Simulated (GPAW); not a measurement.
NiO, 2 atoms in the cell. The structure is cubic, space group Fm-3m (No. 225). The conventional cell has a = 4.172 Å, b = 4.172 Å, c = 4.172 Å, α = 90.00°, β = 90.00°, γ = 90.00°. Ni (site symmetry m-3m) is surrounded by 6 O at 2.09 Å. O (site symmetry m-3m) has 6 Ni at 2.09 Å as nearest neighbours. 

| Quantity | Value |
| --- | --- |
| Program | GPAW 26.7.0 |
| Task | single point |
| Functional | PBE |
| Potentials or basis | GPAW PAW data sets (gpaw-data 1.2.1) |
| Cutoff | 800 eV |
| Basis | pw |
| k mesh | 11 × 11 × 11 |
| Occupations | gaussian, width 0.011 eV |
| Spin | collinear spin, ferromagnetic start |
| Starting moments | [1.0, 0.0] μB |
| Maxiter | 150 |

Potentials or basis: GPAW PAW data sets (gpaw-data 1.2.1), pw.

Run with:

```bash
$ OMP_NUM_THREADS=1 python run.py
```

Hardware: 1 thread of Arm Neoverse V1 (shared host).

Q: Estimate the wall time of this run.

A: It took 87 s on 1 thread of Arm Neoverse V1, with other jobs on the host, peak memory 0.19 GiB. Counts: scf iterations 23, plane waves 950, bands 22, k points 56.
